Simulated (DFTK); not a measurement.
## AlN: equation of state with PBEsol

Crystal: AlN.

```
Al N
1.0
     0.00000    2.18399    2.18399
     2.18399    0.00000    2.18399
     2.18399    2.18399    0.00000
Al N
1 1
Direct
  0.00000 0.00000 0.00000
  0.25000 0.25000 0.25000
```

Measurements of this composition are mostly on another form, of space group No. 186.

- Program: DFTK 0.8.2
- Task: equation of state
- Functional: PBEsol
- Potentials or basis: dojo.nc.sr.pbesol.v0_4_1.standard.upf (PBEsol)
- Cutoff: 1143 eV
- k mesh: 10 × 10 × 10
- Occupations: fermi-dirac, width 0.05 eV
- Spin: no spin polarisation
- Valence electrons: Al 3, N 5
- Volume scales: [0.94, 0.96, 0.98, 1.0, 1.02, 1.04, 1.06]
- SCF tolerance on the density: 1e-06

The equilibrium volume is 10.48 Å³/atom, the bulk modulus is 201 GPa and the pressure derivative of the bulk modulus is 3.9.

Energy against volume, from the lowest point:
```
volume (Å³/atom)  energy (meV/atom)
           9.792              31.39
          10.001              14.62
          10.209               4.36
          10.417               0.00
          10.626               0.99
          10.834               6.84
          11.042              17.08
```

It took 21 min on 1 thread of Intel(R) Xeon(R) Platinum 8259CL CPU @ 2.50GHz (Skylake/Cascade Lake) (shared host), peak memory 1.9 GiB.
